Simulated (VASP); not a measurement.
# Cu (P6_3/mmc) in VASP: further runs

One crystal, Cu, is run at these levels: PBE; tasks: single point.

All numbers are computed with VASP 6.6.1; they aren't measurements. Logs are shortened: lines on timing, memory, paths and dates and some standing lists are left out, and cuts for length are marked.

### Step 1. The crystal as given

Symmetry: P6_3/mmc, No. 194, hexagonal system. The conventional cell has a = 2.534 Å, b = 2.534 Å, c = 4.113 Å, α = 90.00°, β = 90.00°, γ = 120.00°. Cu (site symmetry -6m2) has 12 Cu at 2.52 to 2.53 Å as nearest neighbours.

This isn't the form of Cu at room conditions, which is fcc.

### Step 2. Single point, PBE

INCAR reads:

```
SYSTEM = Cu
PREC = Accurate ; ENCUT = 400
EDIFF = 1E-6 ; ISMEAR = -1
SIGMA = 0.2 ; LREAL = .FALSE.
LASPH = .TRUE. ; NELM = 100
ALGO = Normal ; ISIF = 2
LWAVE = .FALSE. ; LCHARG = .FALSE.
GGA = PE ; NBANDS = 18
ADDGRID = .FALSE.
```

KPOINTS reads:

```
Automatic mesh
0
G
  12 12 7
  0 0 0
```

POSCAR reads:

```
Cu
1.0
    2.5340966698      0.0000000000      0.0000000000
   -1.2670483349      2.1945920917      0.0000000000
    0.0000000000      0.0000000000      4.1125710000
Cu
2
Direct
    0.6666666667      0.3333333333      0.7500000000
    0.3333333333      0.6666666667      0.2500000000
```

Potentials or basis: VASP PAW PBE potentials, release 64 (Cu).

On the command line:

```console
> cat potpaw_PBE.64/Cu/POTCAR > POTCAR
> mpirun -np 1 vasp_std > vasp.out
```

OUTCAR:

```text
SYSTEM = Cu
   PREC = Accurate
   ENCUT = 400
   EDIFF = 1E-6
   ISMEAR = -1
   LREAL = .FALSE.
   LASPH = .TRUE.
   NELM = 100
   ISIF = 2
   GGA = PE

 Found     76 irreducible k-points:

 Following reciprocal coordinates:
            Coordinates               Weight
  0.000000  0.000000  0.000000      1.000000
  0.083333  0.000000  0.000000      6.000000
  0.166667  0.000000  0.000000      6.000000
  0.250000 -0.000000  0.000000      6.000000
  0.333333 -0.000000  0.000000      6.000000
  0.416667 -0.000000  0.000000      6.000000
   k-points           NKPTS =     76   k-points in BZ     NKDIM =     76   number of bands    NBANDS=     18
   number of dos      NEDOS =    301   number of ions     NIONS =      2
   total plane-waves  NPLWV =   9072
   dimension x,y,z NGX =    18 NGY =   18 NGZ =   28
   dimension x,y,z NGXF=    36 NGYF=   36 NGZF=   56
   ions per type =               2
   NGX,Y,Z   is equivalent  to a cutoff of  11.81, 11.81, 11.32 a.u.
   NGXF,Y,Z  is equivalent  to a cutoff of  23.62, 23.62, 22.64 a.u.
 SYSTEM =  Cu
   PREC   = accura    normal or accurate (medium, high low for compatibility)
   ISTART =      0    job   : 0-new  1-cont  2-samecut
   ICHARG =      2    charge: 1-file 2-atom 10-const
   ISPIN  =      1    spin polarized calculation?
   LNONCOLLINEAR =      F non collinear calculations
   LSORBIT =      F    spin-orbit coupling
   LASPH  =      T    aspherical Exc in radial PAW
   ENCUT  =  400.0 eV  29.40 Ry    5.42 a.u.   4.13  4.13  6.71*2*pi/ulx,y,z
   NELM   =    100;   NELMIN=  2; NELMDL= -5     # of ELM steps
   EDIFF  = 0.1E-05   stopping-criterion for ELM
   LREAL  =      F    real-space projection
   EDIFFG = 0.1E-04   stopping-criterion for IOM
   NSW    =      0    number of steps for IOM
   IBRION =     -1    ionic relax: 0-MD 1-quasi-New 2-CG
   NFREE  =      0    steps in history (QN), initial steepest desc. (CG)
   ISIF   =      2    stress and relaxation
   ISYM   =      2    0-nonsym 1-usesym 2-fastsym
   POTIM  = 0.5000    time-step for ionic-motion
   TEBEG  =    0.0;   TEEND  =   0.0 temperature during run
   PSTRESS=    0.0 pullay stress
   NELECT =      22.0000    total number of electrons
   NUPDOWN=      -1.0000    fix difference up-down
   EMIN   =  10.00;   EMAX   =-10.00  energy-range for DOS
   EFERMI =   0.00;   METHOD = LEGACY
   ISMEAR =    -1;   SIGMA  =   0.20  broadening in eV -4-tet -1-fermi 0-gaus
   EFERMI_NEDOS =   21; number of points for ismear=-14 and -15
   IALGO  =     38    algorithm
   IMIX   =      4    mixing-type and parameters
     AMIX     =   0.40;   BMIX     =  1.00
     AMIX_MAG =   1.60;   BMIX_MAG =  1.00
  volume/ion in A,a.u.               =      11.44        77.17
  Fermi-wavevector in a.u.,A,eV,Ry     =   1.616041  3.053874 35.532800  2.611587
  Thomas-Fermi vector in A             =   2.710691
   LORBIT       =      0    0 simple, 1 ext, 2 COOP (PROOUT), +10 PAW based schemes
   GGA     = PE    functional components
   LHFCALC =     F    Hartree Fock is set to
   AEXX    =    0.0000 exact exchange contribution
   IVDW    =     0    specifies the selected vdW correction
   LEPSILON=     F    determine dielectric tensor
   LRPA    =     F    only Hartree local field effects (RPA)
 non-spin polarized calculation
  energy-cutoff  :      400.00
  volume of cell :       22.87
 maximum number of plane-waves:       428
 NGX is ok and might be reduce to    18
   NGX =  9   NGY =  9   NGZ = 13

 number of electron      21.9999989 magnetization

 Free energy of the ion-electron system (eV)
  ---------------------------------------------------
  ext. energy  EPLUGINS =         0.00000000
  ---------------------------------------------------
  free energy    TOTEN  =        -7.45036140 eV

  energy without entropy =       -7.35842479  energy(sigma->0) =       -7.40439309

 E-fermi :   7.9822     XC(G=0): -12.9156

 val. band max:        7.9690244884   @ k =   0.5000  -0.0000   0.0000
 cond. band min:       8.0268165403   @ k =   0.2500   0.1667   0.4286
 fundamental gap:      0.0577920519
 Fermi energy:         7.9821558667

 k-point     1 :       0.0000    0.0000    0.0000
  band No.  band energies     occupation
      1      -1.6104      2.00000
      2       2.7354      2.00000
      3       4.8761      2.00000
      4       4.9158      2.00000
      5       4.9158      2.00000
      6       5.1398      2.00000
[... 10 lines left out ...]
     17      31.7528      0.00000
     18      31.7528      0.00000

 k-point     2 :       0.0833    0.0000    0.0000
  band No.  band energies     occupation
      1      -1.3818      2.00000
      2       2.8656      2.00000
      3       4.7345      2.00000
      4       4.9999      2.00000
      5       5.0308      2.00000
      6       5.1036      2.00000
[... 10 lines left out ...]
     17      32.7273      0.00000
     18      32.8679      0.00000

 k-point     3 :       0.1667    0.0000    0.0000
  band No.  band energies     occupation
      1      -0.7119      2.00000
      2       3.1944      2.00000
      3       4.5347      2.00000
      4       4.7201      2.00000
      5       4.9694      2.00000
      6       5.2376      2.00000
[... 10 lines left out ...]
     17      30.0128      0.00000
     18      31.8768      0.00000

 k-point     4 :       0.2500   -0.0000    0.0000
  band No.  band energies     occupation
      1       0.3377      2.00000
      2       3.4941      2.00000
      3       4.1703      2.00000
      4       4.3949      2.00000
      5       4.8866      2.00000
      6       5.0841      2.00000
[... 10 lines left out ...]
     17      26.6166      0.00000
     18      28.9970      0.00000

 k-point     5 :       0.3333   -0.0000    0.0000
  band No.  band energies     occupation
      1       1.5951      2.00000
      2       3.4956      2.00000
      3       3.7860      2.00000
      4       4.4310      2.00000
      5       4.9443      2.00000
      6       4.9717      2.00000
[... 10 lines left out ...]
     17      23.8290      0.00000
     18      27.8078      0.00000

 k-point     6 :       0.4167   -0.0000    0.0000
  band No.  band energies     occupation
      1       2.6254      2.00000
      2       3.3521      2.00000
      3       3.5635      2.00000
      4       4.6410      2.00000
      5       4.8483      2.00000
      6       4.9842      2.00000
[... 10 lines left out ...]
     17      21.5590      0.00000
     18      27.4104      0.00000

 [... further k-points ...]

------------------------ aborting loop because EDIFF is reached ----------------------------------------

  FORCE on cell =-STRESS in cart. coord.  units (eV):
  Direction    XX          YY          ZZ          XY          YZ          ZX
  --------------------------------------------------------------------------------------
  -------------------------------------------------------------------------------------
  Total        0.9850777      0.9850777      1.2167184      0.0000000     -0.0000000     -0.0000000
  in kB       69.0066062     69.0066062     85.2334913      0.0000000     -0.0000000     -0.0000000
  external PRESSURE =      74.4155679 kB  Pullay stress =       0.0000000 kB

 VOLUME and BASIS-vectors are now :
 -----------------------------------------------------------------------------
  energy-cutoff  :      400.00
  volume of cell :       22.87
      direct lattice vectors                 reciprocal lattice vectors
     2.534096670  0.000000000  0.000000000     0.394617937  0.227832772  0.000000000
    -1.267048335  2.194592092  0.000000000     0.000000000  0.455665544  0.000000000
     0.000000000  0.000000000  4.112571000     0.000000000  0.000000000  0.243156896

 POSITION                                       TOTAL-FORCE (eV/Angst)
 -----------------------------------------------------------------------------------
      1.26705      0.73153      3.08443        -0.000000     -0.000000      0.000000
     -0.00000      1.46306      1.02814         0.000000      0.000000      0.000000
 -----------------------------------------------------------------------------------
    total drift:                               -0.000000      0.000000     -0.000000

  FREE ENERGIE OF THE ION-ELECTRON SYSTEM (eV)
  ---------------------------------------------------
  free  energy   TOTEN  =        -7.4503613979 eV

  energy  without entropy=       -7.3584247879  energy(sigma->0) =       -7.40439309
```

Wall time 22 s (1 thread of AMD EPYC 7R13 (Zen 3), shared host); peak memory 0.1 GiB.

The run converged, but some of its settings lie outside the range that counts as converged, so its numbers aren't taken as properties of the crystal.

What came out:

| Item | Value |
| --- | --- |
| Free energy | -7.4504 eV |
| Pressure | 7.4 GPa |
| Band gap on the k mesh | none (metal or under the smearing width) |

### Step 3. Single point, PBE

INCAR, as its differences from that of step 2:

```diff
@@ -3,3 +3,3 @@
 EDIFF = 1E-6 ; ISMEAR = -1
-SIGMA = 0.2 ; LREAL = .FALSE.
+SIGMA = 0.1 ; LREAL = .FALSE.
 LASPH = .TRUE. ; NELM = 100
```

KPOINTS is that of step 2.

POSCAR is that of step 2.

Potentials or basis: VASP PAW PBE potentials, release 64 (Cu).

On the command line:

```console
> cat potpaw_PBE.64/Cu/POTCAR > POTCAR
> mpirun -np 1 vasp_std > vasp.out
```

Run time: 25 s. Hardware: 1 thread of AMD EPYC 7R13 (Zen 3), shared host; peak memory 0.09 GiB.

The run converged, but some of its settings lie outside the range that counts as converged, so its numbers aren't taken as properties of the crystal.

Results:

| Quantity | Value |
| --- | --- |
| Free energy | -7.4135 eV |
| Pressure | 7.4 GPa |
| Band gap on the k mesh | none (metal or under the smearing width) |

### Step 4. For comparison

An earlier run on the cell as given: functional PBEsol; potentials or basis VASP PAW PBE potentials, release 64 (Cu); cutoff 520 eV; k mesh 12 × 12 × 7; occupations fermi-dirac, width 0.05 eV; no spin polarisation.

* Pressure: -0.7 GPa
* Band gap on the k mesh: none (metal or under the smearing width)
